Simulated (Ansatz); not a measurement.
**Ga in Ansatz: the effect of functional**

Crystal: Ga.

```
Ga
1.0
     1.40120   -4.07949    0.00000
     1.40120    4.07949    0.00000
    -0.11899    0.00000    3.37375
Ga
2
Direct
  0.13100 0.86900 0.75000
  0.86900 0.13100 0.25000
```

This isn't the form of Ga at room conditions, which is orthorhombic.

The cell isn't the ideal one: volume scaled by 1.04.

Alike in all runs:

```yaml
Program: Ansatz 0.2.0
Task: single point
Potentials_or_basis: Ansatz PAW
k_mesh: 10 × 10 × 8
Occupations: fermi-dirac, width 0.05 eV
Spin: no spin polarisation
```

```csv
functional,cutoff,pressure (GPa),largest force (eV/Å)
LDA,420 eV (not typed: the program's choice for these potentials),-5.5,0.16
PBEsol,420 eV (not typed: the program's choice for these potentials),-3.8,0.18
r2SCAN,500 eV (not typed: the program's choice for these potentials),?,?
```

**Question.** What does the run with functional r2SCAN give?

**Answer.** Pressure -3.4 GPa; largest force 0.20 eV/Å.

Caveats: the PAW data sets come from PBE, with cores solved anew for the run's functional, which leaves a small shift of forces and pressure.

Runs at the PBE level aren't shown here.
